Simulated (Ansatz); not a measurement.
**K: strain energy, fitted**

K, Cmcm, a = 4.793 Å, b = 8.034 Å, c = 7.653 Å. This isn't the element's structure at ambient conditions. Ansatz: PBE, PAW, 420 eV, Γ-centred 10×6×6 mesh on 4 atoms, Gaussian smearing 0.10 eV; no spin polarisation. Series: biaxial strain in the a-b plane, c and atoms relaxed; x is the strain in per cent. y is the free energy over the unstrained cell, V0 = 73.670 Å³/atom.

```
x (%) y (meV/atom)
 -4.5             ?
 -3.0          3.45
 -1.5          0.78
  0.0          0.00
  1.5          0.85
  3.0          3.11
  4.5          6.51
```

**Question.** Fit y = c2 x² + c3 x³ to the other rows, turn c2 into a modulus, and predict the missing energy.

**Answer.** Least squares on the rows shown. y = 0.3602 x² − 0.008210 x³. In eV per unit strain² c2 is 3.602; M is the biaxial modulus (E = M V0 ε²): 3.602 × 160.2 / (73.670) = 7.8 GPa. At x = -4.5 the fit asked for gives 8.04 meV/atom. The run gave 8.35 meV/atom, so the fit is 0.31 meV/atom too low, 3.7 % of the span of the series, against an rms of 0.06 meV/atom on the fitted rows. The row lies outside the fitted range. With a term in x⁴ added, a fit to the same known rows predicts 7.65 meV/atom, further off still.